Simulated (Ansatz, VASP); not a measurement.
# One calculation of Si3S, two programs

```
CELL_PARAMETERS angstrom
-2.71534 2.71534 2.71534
2.71534 -2.71534 2.71534
2.71534 2.71534 -2.71534
ATOMIC_POSITIONS crystal
Si 0.00000 0.50000 0.50000
Si 0.50000 0.00000 0.50000
Si 0.50000 0.50000 0.00000
S 0.00000 0.00000 0.00000
```

Alike in both runs: task relaxation of cell and atoms; functional PBE; k mesh 4 × 4 × 4; occupations gaussian, width 0.1 eV; no spin polarisation.

|  | VASP | Ansatz |
| --- | --- | --- |
| version | VASP 6.6.1 | Ansatz 0.2.0 |
| potentials or method | VASP PAW PBE potentials, release 64 (Si, S) | scalar-relativistic, plane waves, PAW |
| plane-wave cutoff (eV) | 600 | 420 |
| valence electrons in the cell | 18 | 18 |

```csv
,VASP,Ansatz,Ansatz less VASP
"gap on the k mesh at the Fermi level, each at its own relaxed structure (eV)",none,none,-
relaxed volume (Å³/atom),16.08,16.13,+0.055
relaxed cell length with the largest relative difference (Å),4.372,4.377,+0.0050
energy change over the relaxation (meV/atom),-185,-185,+0.6
```

A gap of «none» marks a metal or a gap that the smearing closes.

Caveats: the k mesh is coarse (spacing up to 0.41 Å⁻¹), so the values aren't converged; the volume moved by over 15 % at a fixed basis, so the end points are rough (VASP).
